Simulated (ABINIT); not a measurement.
# Co (P6_3/mmc) in ABINIT: notebook

Runs on Co. Level: PBE. Tasks: single point.

All numbers are computed with ABINIT 10.8.3 (patched build); they aren't measurements. Logs are shortened: lines on timing, memory, paths and dates and some standing lists are left out, and cuts for length are marked. The log counts tension as positive stress, the text compression.

### 1 Starting point

The structure is hexagonal, space group P6_3/mmc (No. 194). The conventional cell has a = 2.471 Å, b = 2.471 Å, c = 8.088 Å, α = 90.00°, β = 90.00°, γ = 120.00°. Around Co (site symmetry -6m2) lie 12 Co at 2.47 Å. Co (site symmetry -3m) has 12 Co at 2.47 Å as nearest neighbours.

### 2 Single point, PBE, collinear spin, ferromagnetic start

run.abi

```
# Pseudopotentials
pp_dirpath "./"
pseudos "Co.upf"

# Structure
acell 2.4705617809 2.4705617809 8.0882338 Angstrom
rprim
     1.0000000000     0.0000000000     0.0000000000
    -0.5000000000     0.8660254038     0.0000000000
     0.0000000000     0.0000000000     1.0000000000
ntypat 1
znucl 27
natom 4
typat 1 1 1 1
xred
     0.6666666667     0.3333333333     0.7500000000
     0.0000000000     0.0000000000     0.5000000000
     0.3333333333     0.6666666667     0.2500000000
     0.0000000000     0.0000000000     0.0000000000

# Plane-wave basis
ecut 1251.723767 eV

# k points
kptopt 1
ngkpt 9 9 3
nshiftk 1
shiftk 0.0 0.0 0.0

# Exchange and correlation
ixc 11

# Bands and occupations
nband 43
occopt 3
tsmear 0.05 eV

# Spin
nsppol 2
spinat
     0.0000000000     0.0000000000     2.0000000000
     0.0000000000     0.0000000000     2.0000000000
     0.0000000000     0.0000000000     2.0000000000
     0.0000000000     0.0000000000     2.0000000000

# SCF cycle
nstep 100
tolvrs 1.0e-10

# Output
iomode 3
prtwf 0
prtden 0
prteig 0
prtebands 0
```

Potentials or basis: PseudoDojo NC SR PBE v0.4.1 standard.

Started as:

```bash
$ mpirun --bind-to none -np 4 abinit run.abi > log 2>&1
```

run.abo:

```text
.Version 10.8.3 of ABINIT
 Symmetries : space group P6_3/m m c (#194); Bravais hP (primitive hexag.)
================================================================================
 Values of the parameters that define the memory need of the present run
     intxc =       0    ionmov =       0      iscf =       7    lmnmax =       6
     lnmax =       6     mgfft =      96  mpssoang =       3    mqgrid =    4667
     natom =       4  nloc_mem =       1    nspden =       2   nspinor =       1
    nsppol =       2      nsym =      24    n1xccc =    2501    ntypat =       1
    occopt =       3   xclevel =       2
       mpw =        4341          nfft =       86400          nkpt =          24
================================================================================
================================================================================

--------------------------------------------------------------------------------
------------- Echo of variables that govern the present computation ------------
--------------------------------------------------------------------------------
 -outvars: echo values of preprocessed input variables --------
            acell      4.6686851430E+00  4.6686851430E+00  1.5284546724E+01 Bohr
              amu      5.89332000E+01
             ecut      4.60000000E+01 Hartree
              ixc          11
         kptrlatt        9    0    0      0    9    0      0    0    3
          kptrlen      4.20181663E+01
            natom           4
            nband          43
            ngfft          30      30      96
             nkpt          24
           nspden           2
           nsppol           2
            nstep         100
             nsym          24
           ntypat           1
           occopt           3
           prtden           0
        prtebands           0
           prteig           0
            prtwf           0
            rprim      1.0000000000E+00  0.0000000000E+00  0.0000000000E+00
                      -5.0000000000E-01  8.6602540380E-01  0.0000000000E+00
                       0.0000000000E+00  0.0000000000E+00  1.0000000000E+00
          spgroup         194
           spinat      0.0000000000E+00  0.0000000000E+00  2.0000000000E+00
                       0.0000000000E+00  0.0000000000E+00  2.0000000000E+00
                       0.0000000000E+00  0.0000000000E+00  2.0000000000E+00
                       0.0000000000E+00  0.0000000000E+00  2.0000000000E+00
           tolvrs      1.00000000E-10
           tsmear      1.83746611E-03 Hartree
            typat      1  1  1  1
           xangst      1.2352808904E+00  7.1318975464E-01  6.0661753500E+00
                       0.0000000000E+00  0.0000000000E+00  4.0441169000E+00
                      -6.6661811051E-18  1.4263795093E+00  2.0220584500E+00
                       0.0000000000E+00  0.0000000000E+00  0.0000000000E+00
            xcart      2.3343425715E+00  1.3477333121E+00  1.1463410043E+01
                       0.0000000000E+00  0.0000000000E+00  7.6422733622E+00
                      -1.2597256594E-17  2.6954666241E+00  3.8211366811E+00
                       0.0000000000E+00  0.0000000000E+00  0.0000000000E+00
             xred      6.6666666667E-01  3.3333333333E-01  7.5000000000E-01
                       0.0000000000E+00  0.0000000000E+00  5.0000000000E-01
                       3.3333333333E-01  6.6666666667E-01  2.5000000000E-01
                       0.0000000000E+00  0.0000000000E+00  0.0000000000E+00
            znucl       27.00000

================================================================================

 chkinp: Checking input parameters for consistency.

================================================================================
== DATASET  1 ==================================================================

--- !DatasetInfo
iteration_state: {dtset: 1, }
dimensions: {natom: 4, nkpt: 24, mband: 43, nsppol: 2, nspinor: 1, nspden: 2, mpw: 4341, }
cutoff_energies: {ecut:  46.0, pawecutdg:  -1.0, }
electrons: {nelect:   6.80000000E+01, charge:   0.00000000E+00, occopt:   3.00000000E+00, tsmear:   1.83746611E-03, }
meta: {optdriver: 0, ionmov: 0, optcell: 0, iscf: 7, paral_kgb: 0, }
...

 Exchange-correlation functional for the present dataset will be:
  GGA: Perdew-Burke-Ernzerhof functional - ixc=11
  J.P.Perdew, K.Burke, M.Ernzerhof, PRL 77, 3865 (1996)

[... 93 lines left out ...]
  Sum:                33.838875    27.197125     61.036000     6.641750
 Total magnetization (from the atomic spheres):                6.641750
 Total magnetization (exact up - dn):                          6.310771

================================================================================

 ----iterations are completed or convergence reached----

 Mean square residual over all n,k,spin=   35.982E-08; max=  17.985E-05
 reduced coordinates (array xred) for    4 atoms
       0.666666666667      0.333333333333      0.750000000000
       0.000000000000      0.000000000000      0.500000000000
       0.333333333333      0.666666666667      0.250000000000
       0.000000000000      0.000000000000      0.000000000000
 rms dE/dt=  2.4580E-28; max dE/dt=  8.0779E-28; dE/dt below (all hartree)
    1       0.000000000000     -0.000000000000      0.000000000000
    2       0.000000000000      0.000000000000      0.000000000000
    3       0.000000000000      0.000000000000      0.000000000000
    4       0.000000000000      0.000000000000      0.000000000000

 cartesian coordinates (angstrom) at end:
    1      1.23528089045000     0.71318975463892     6.06617535000000
    2      0.00000000000000     0.00000000000000     4.04411690000000
    3     -0.00000000000000     1.42637950927785     2.02205845000000
    4      0.00000000000000     0.00000000000000     0.00000000000000

 cartesian forces (hartree/bohr) at end:
    1     -0.00000000000000     0.00000000000000    -0.00000000000000
    2     -0.00000000000000     0.00000000000000    -0.00000000000000
    3     -0.00000000000000    -0.00000000000000    -0.00000000000000
    4     -0.00000000000000     0.00000000000000    -0.00000000000000
 frms,max,avg= 5.7674594E-29 1.6649221E-28   0.000E+00  0.000E+00  0.000E+00 h/b

 cartesian forces (eV/Angstrom) at end:
    1     -0.00000000000000     0.00000000000000    -0.00000000000000
    2     -0.00000000000000     0.00000000000000    -0.00000000000000
    3     -0.00000000000000    -0.00000000000000    -0.00000000000000
    4     -0.00000000000000     0.00000000000000    -0.00000000000000
 frms,max,avg= 2.9657469E-27 8.5613738E-27   0.000E+00  0.000E+00  0.000E+00 e/A
 length scales=  4.668685143036  4.668685143036 15.284546724310 bohr
              =  2.470561780900  2.470561780900  8.088233800000 angstroms
 Fermi (or HOMO) energy (hartree) =   0.46122   Average Vxc (hartree)=  -0.52447
 Magnetization (Bohr magneton)=  6.31077075E+00
 Total spin up =  3.71553854E+01   Total spin down =  3.08446146E+01
 Eigenvalues (hartree) for nkpt=  24  k points, SPIN UP:
 kpt#   1, nband= 43, wtk=  0.00412, kpt=  0.0000  0.0000  0.0000 (reduced coord)
  -3.06882   -3.06831   -3.06662   -3.06610   -1.72667   -1.72198   -1.71859   -1.71492
  -1.71492   -1.71438   -1.71438   -1.71381   -1.71354   -1.71354   -1.71299   -1.71299
   0.12463    0.20637    0.20692    0.26495    0.34632    0.34785    0.35646    0.35646
   0.35805    0.35805    0.35870    0.36711    0.36711    0.37005    0.37005    0.39231
   0.39231    0.40404    0.40404    0.41628    0.41628    0.43062    0.43062    0.44718
   0.68944    1.00211    1.00233
      occupation numbers for kpt#   1
   1.00000    1.00000    1.00000    1.00000    1.00000    1.00000    1.00000    1.00000
   1.00000    1.00000    1.00000    1.00000    1.00000    1.00000    1.00000    1.00000
   1.00000    1.00000    1.00000    1.00000    1.00000    1.00000    1.00000    1.00000
   1.00000    1.00000    1.00000    1.00000    1.00000    1.00000    1.00000    1.00000
   1.00000    1.00000    1.00000    1.00000    1.00000    1.00000    1.00000    0.99952
   0.00000    0.00000    0.00000
 prteigrs : prtvol=0 or 1, do not print more k-points.

 Eigenvalues (hartree) for nkpt=  24  k points, SPIN DOWN:
 kpt#   1, nband= 43, wtk=  0.00412, kpt=  0.0000  0.0000  0.0000 (reduced coord)
  -3.00528   -3.00440   -3.00386   -3.00298   -1.65907   -1.65303   -1.65189   -1.64803
  -1.64803   -1.64717   -1.64717   -1.64706   -1.64706   -1.64620   -1.64620   -1.64574
   0.12215    0.20679    0.20688    0.29795    0.39614    0.39822    0.41810    0.41810
   0.41825    0.41854    0.41854    0.42871    0.42871    0.43055    0.43055    0.44298
   0.46335    0.46335    0.47651    0.47651    0.48683    0.48683    0.50295    0.50295
   0.72506    1.01473    1.01585
      occupation numbers for kpt#   1
   1.00000    1.00000    1.00000    1.00000    1.00000    1.00000    1.00000    1.00000
   1.00000    1.00000    1.00000    1.00000    1.00000    1.00000    1.00000    1.00000
   1.00000    1.00000    1.00000    1.00000    1.00000    1.00000    1.00000    1.00000
   1.00000    1.00000    1.00000    1.00000    1.00000    1.00000    1.00000    0.99995
   0.23801    0.23801    0.00024    0.00024    0.00000    0.00000    0.00000    0.00000
   0.00000    0.00000    0.00000
 prteigrs : prtvol=0 or 1, do not print more k-points.

--- !EnergyTerms
iteration_state     : {dtset: 1, }
comment             : Components of total free energy in Hartree
kinetic             :  2.71072600940055E+02
hartree             :  1.49187037422763E+02
xc                  : -1.12172067995153E+02
Ewald energy        : -4.01040251870268E+02
psp_core            :  1.76729482884199E+01
local_psp           : -4.61573466888071E+02
non_local_psp       : -7.52935855101139E+01
internal            : -6.12146785612369E+02
'-kT*entropy'       : -1.16097965540002E-03
total_energy        : -6.12147946592024E+02
total_energy_eV     : -1.66573942143997E+04
band_energy         : -5.15413411264799E+01
...

 Cartesian components of stress tensor (hartree/bohr^3)
  sigma(1 1)= -1.12751903E-04  sigma(3 2)=  0.00000000E+00
  sigma(2 2)= -1.12751905E-04  sigma(3 1)=  0.00000000E+00
  sigma(3 3)= -7.90297975E-05  sigma(2 1)=  0.00000000E+00

-Cartesian components of stress tensor (GPa)         [Pressure=  2.9866E+00 GPa]
- sigma(1 1)= -3.31727551E+00  sigma(3 2)=  0.00000000E+00
- sigma(2 2)= -3.31727558E+00  sigma(3 1)=  0.00000000E+00
- sigma(3 3)= -2.32513692E+00  sigma(2 1)=  0.00000000E+00

== END DATASET(S) ==============================================================
================================================================================

 -outvars: echo values of variables after computation  --------
            acell      4.6686851430E+00  4.6686851430E+00  1.5284546724E+01 Bohr
           etotal     -6.1214794659E+02
            fcart     -0.0000000000E+00  9.9895327920E-29 -0.0000000000E+00
                      -0.0000000000E+00  3.3298442640E-29 -0.0000000000E+00
                      -0.0000000000E+00 -1.6649221320E-28 -0.0000000000E+00
                      -0.0000000000E+00  3.3298442640E-29 -0.0000000000E+00
            rprim      1.0000000000E+00  0.0000000000E+00  0.0000000000E+00
                      -5.0000000000E-01  8.6602540380E-01  0.0000000000E+00
                       0.0000000000E+00  0.0000000000E+00  1.0000000000E+00
           strten     -1.1275190298E-04 -1.1275190518E-04 -7.9029797542E-05
                       0.0000000000E+00  0.0000000000E+00  0.0000000000E+00
           xangst      1.2352808904E+00  7.1318975464E-01  6.0661753500E+00
                       0.0000000000E+00  0.0000000000E+00  4.0441169000E+00
                      -6.6661811051E-18  1.4263795093E+00  2.0220584500E+00
                       0.0000000000E+00  0.0000000000E+00  0.0000000000E+00
             xred      6.6666666667E-01  3.3333333333E-01  7.5000000000E-01
                       0.0000000000E+00  0.0000000000E+00  5.0000000000E-01
                       3.3333333333E-01  6.6666666667E-01  2.5000000000E-01
                       0.0000000000E+00  0.0000000000E+00  0.0000000000E+00
 Calculation completed.
```

It took 5.5 min on 4 MPI ranks of Intel Xeon at 2.50GHz (Skylake/Cascade Lake), shared host; peak memory 0.52 GiB.

Results:

* Free energy: -16657.3942 eV
* Pressure: 3.0 GPa
* Band gap on the k mesh: none (metal or under the smearing width)
* Net moment: 6.31 μB per cell
* Site moments: Co +1.68, +1.65 μB
* Valence electrons inside the program's atomic spheres: Co 15.26 (radii [1.0584] Å)

Levels at points of the mesh, in eV from the Fermi level:
Spin up:
| k point | band 33 | band 34 | band 35 | band 36 | band 37 | band 38 | band 39 | band 40 | band 41 | band 42 |
| --- | --- | --- | --- | --- | --- | --- | --- | --- | --- | --- |
| (0.00, 0.00, 0.00) | -1.88 | -1.56 | -1.56 | -1.22 | -1.22 | -0.83 | -0.83 | -0.38 | 6.21 | 14.72 |
Spin down:
```
           k point  band 27  band 28  band 29  band 30  band 31  band 32  band 33  band 34
(0.00, 0.00, 0.00)    -1.16    -0.88    -0.88    -0.83    -0.83    -0.50     0.06     0.06
```

### 3 Single point, PBE, collinear spin, ferromagnetic start

Edit run.abi of step 2 so:

```diff
@@ -1,6 +1,4 @@
-# Pseudopotentials
 pp_dirpath "./"
-pseudos "Co.upf"
+pseudos "Co_ONCV_PBE-1.2.upf"
 
-# Structure
 acell 2.4705617809 2.4705617809 8.0882338 Angstrom
@@ -20,6 +18,4 @@
 
-# Plane-wave basis
-ecut 1251.723767 eV
+ecut 30.0
 
-# k points
 kptopt 1
@@ -29,6 +25,4 @@
 
-# Exchange and correlation
 ixc 11
 
-# Bands and occupations
 nband 43
@@ -37,3 +31,2 @@
 
-# Spin
 nsppol 2
@@ -45,3 +38,2 @@
 
-# SCF cycle
 nstep 100
@@ -49,7 +41,10 @@
 
-# Output
 iomode 3
 prtwf 0
-prtden 0
 prteig 0
 prtebands 0
+enunit 2
+prtden 1
+prtvha 1
+prtvclmb 1
+prtpot 1
```

Potentials or basis: SG15 NC PBE v1.2.

Started as:

```bash
$ mpirun --bind-to none -np 4 abinit run.abi > log 2>&1
```

run.abo:

```text
.Version 10.8.3 of ABINIT
 Symmetries : space group P6_3/m m c (#194); Bravais hP (primitive hexag.)
================================================================================
 Values of the parameters that define the memory need of the present run
     intxc =       0    ionmov =       0      iscf =       7    lmnmax =       6
     lnmax =       6     mgfft =      80  mpssoang =       3    mqgrid =    3769
     natom =       4  nloc_mem =       1    nspden =       2   nspinor =       1
    nsppol =       2      nsym =      24    n1xccc =       0    ntypat =       1
    occopt =       3   xclevel =       2
       mpw =        2276          nfft =       46080          nkpt =          24
================================================================================
================================================================================

--------------------------------------------------------------------------------
------------- Echo of variables that govern the present computation ------------
[... 291 lines left out ...]
 -outvars: echo values of variables after computation  --------
            acell      4.6686851430E+00  4.6686851430E+00  1.5284546724E+01 Bohr
           etotal     -5.4202686148E+02
            fcart      9.5044802892E-32 -7.5197899028E-32 -2.7526221334E-31
                       9.5044802892E-32  4.4509026722E-31 -0.0000000000E+00
                       9.5044802892E-32 -7.5197899028E-32  2.7526221334E-31
                      -2.8513440868E-31 -2.9469446916E-31 -0.0000000000E+00
            rprim      1.0000000000E+00  0.0000000000E+00  0.0000000000E+00
                      -5.0000000000E-01  8.6602540380E-01  0.0000000000E+00
                       0.0000000000E+00  0.0000000000E+00  1.0000000000E+00
           strten     -1.4997340786E-04 -1.4997341223E-04 -1.2019684363E-04
                       0.0000000000E+00  0.0000000000E+00  0.0000000000E+00
           xangst      1.2352808904E+00  7.1318975464E-01  6.0661753500E+00
                       0.0000000000E+00  0.0000000000E+00  4.0441169000E+00
                      -6.6661811051E-18  1.4263795093E+00  2.0220584500E+00
                       0.0000000000E+00  0.0000000000E+00  0.0000000000E+00
             xred      6.6666666667E-01  3.3333333333E-01  7.5000000000E-01
                       0.0000000000E+00  0.0000000000E+00  5.0000000000E-01
                       3.3333333333E-01  6.6666666667E-01  2.5000000000E-01
                       0.0000000000E+00  0.0000000000E+00  0.0000000000E+00
 Calculation completed.
```

Run time: 30 s. Hardware: 4 MPI ranks of AMD EPYC 9R45 (Zen 5), shared host; peak memory 0.36 GiB.

What came out:

```
Free energy                                           : -14749.3023 eV
Pressure                                              : 4.1 GPa
Band gap on the k mesh                                : none (metal or under the smearing width)
Net moment                                            : 6.31 μB per cell
Site moments                                          : Co +1.67, +1.64 μB
Valence electrons inside the program's atomic spheres : Co 15.26, 15.27 (radii [1.0584] Å)
```
